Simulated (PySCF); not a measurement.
Write a Python script for PySCF 2.14.0 that does the following.

```
Task                                       : density of states
Functional                                 : PBEsol
Potentials or basis                        : DZVP-MOLOPT-SR/GTH-PBE (potentials made for PBE)
k mesh                                     : 9 × 9 × 9
Occupations                                : fermi-dirac, width 0.05 eV
Spin                                       : no spin polarisation
Symmetry                                   : yes
Density cutoff                             : 174 Ha
Exponents discarded below (exp_to_discard) : 0.02 1/bohr^2
Potentials                                 : Al GTH-PBE-q3, Cu GTH-PBE-q11
Gaussian width of the DOS                  : 0.15 eV
conv_tol                                   : 1e-07 Ha
max_cycle                                  : 60
Coulomb method                             : multigrid
```

Crystal: AlCu.

```
Cu Al
1.0
     2.99751    0.00000    0.00000
     0.00000    2.99751    0.00000
     0.00000    0.00000    2.99751
Cu Al
1 1
Direct
  0.50000 0.50000 0.50000
  0.00000 0.00000 0.00000
```

The cell comes from a database or a generator and needn't be the stable form of this composition.

These files were run (other wordings do the same):

run.py

```python
import json
import numpy as np
from pyscf.pbc import gto, scf, dft, df

cell = gto.Cell()
cell.a = '''
  2.9975090000    0.0000000000    0.0000000000
  0.0000000000    2.9975090000    0.0000000000
  0.0000000000    0.0000000000    2.9975090000'''
cell.atom = '''
Cu   1.4987545000    1.4987545000    1.4987545000
Al   0.0000000000    0.0000000000    0.0000000000'''
cell.unit = 'A'
cell.basis = {'Al': 'DZVP-MOLOPT-SR-GTH-q3', 'Cu': 'DZVP-MOLOPT-SR-GTH-q11'}
cell.pseudo = {'Al': 'GTH-PBE-q3', 'Cu': 'GTH-PBE-q11'}
cell.ke_cutoff = 174  # hartree
cell.exp_to_discard = 0.02
cell.precision = 1e-08
cell.space_group_symmetry = True
cell.symmorphic = False
cell.max_memory = 5880  # MB
cell.verbose = 4
cell.build()

res = {}
kpts = cell.make_kpts([9, 9, 9], space_group_symmetry=True, time_reversal_symmetry=True)
cell.space_group_symmetry = False  # the mesh holds the operations; no search on the supercells of the integral code
mf = dft.KRKS(cell, kpts, xc='pbesol')
mf = mf.multigrid_numint()
mf = mf.smearing(sigma=0.00183747, method='fermi')  # hartree
mf.conv_tol = 1e-07
mf.max_cycle = 60

mf.kernel()
res.update(converged=bool(mf.converged), e_tot=mf.e_tot, nelec=cell.nelectron, nao=cell.nao, mesh=list(map(int, cell.mesh)), a=cell.lattice_vectors().tolist(), coords=cell.atom_coords().tolist(),
           mo_energy=[np.real(x).tolist() for x in mf.mo_energy], mo_occ=[np.real(x).tolist() for x in mf.mo_occ])
res.update(e_free=mf.e_free, e_zero=mf.e_zero)
res.update(kpts=kpts.kpts_scaled_ibz.tolist(), weights=kpts.weights_ibz.tolist())
res['parts'] = {k: float(np.real(v)) for k, v in mf.scf_summary.items() if np.isscalar(v)}
json.dump(res, open('results.json', 'w'))
if not mf.converged:
    raise SystemExit('SCF not converged')

print('levels (eV)')
for i, kp in enumerate(res['kpts'][:40]):
    print('k %7.4f %7.4f %7.4f  ' % tuple(kp), ' '.join('%.3f' % (x * 27.211386) for x in res['mo_energy'][i][:12]))

mf = mf.to_khf()  # unfold to the whole mesh
kpts = mf.kpts
# Mulliken populations
dm, s = np.asarray(mf.make_rdm1()), np.asarray(mf.get_ovlp())
sites = cell.aoslice_by_atom()[:, 2:]
tot = np.einsum('kij,kji->i', dm, s).real / len(kpts)
res['mulliken'] = [cell.atom_charge(i) - tot[a0:a1].sum() for i, (a0, a1) in enumerate(sites)]
print('Mulliken charges', np.round(res['mulliken'], 5))

# density of states, Gaussians of 0.15 eV
e = np.asarray(mf.mo_energy).real.reshape(1, -1) * 27.211386
ef = mf.get_fermi()
ef = np.max(ef) * 27.211386
x = np.arange(-15, 10.01, 0.1) + round(ef, 1)
dos = np.exp(-((x[:, None, None] - e) / 0.15) ** 2 / 2).sum(-1).T / (0.15 * np.sqrt(2 * np.pi) * len(kpts)) * 2
res.update(dos_e=x.tolist(), dos=dos.tolist())
for a, b in zip(x[::5], dos.T[::5]):
    print('%8.2f' % a, ' '.join('%9.4f' % y for y in b))

# density on a uniform mesh
grids = dft.gen_grid.UniformGrids(cell)
grids.mesh = [17, 17, 17]
grids.build()
ni = dft.numint.KNumInt()
rho = [ni.get_rho(cell, x, grids, kpts) for x in [dm]]
np.save('rho.npy', np.reshape(rho, (-1, *grids.mesh)))
res['done'] = True
json.dump(res, open('results.json', 'w'))
```

Potentials or basis: DZVP-MOLOPT-SR/GTH-PBE (potentials made for PBE).

The run is started by

```console
$ OMP_NUM_THREADS=4 python -u run.py > log
```

It gave:

* Band gap on the k mesh: none (metal or under the smearing width)
* Mulliken charges: Cu -0.91; Al +0.91 e

Caveat: Mulliken charges move with the basis; the basis of atomic orbitals isn't converged, which shifts pressures, moduli and gaps.

Wall time 85 s on 4 threads of Arm Neoverse V1, with other jobs on the host, peak memory 2.1 GiB.
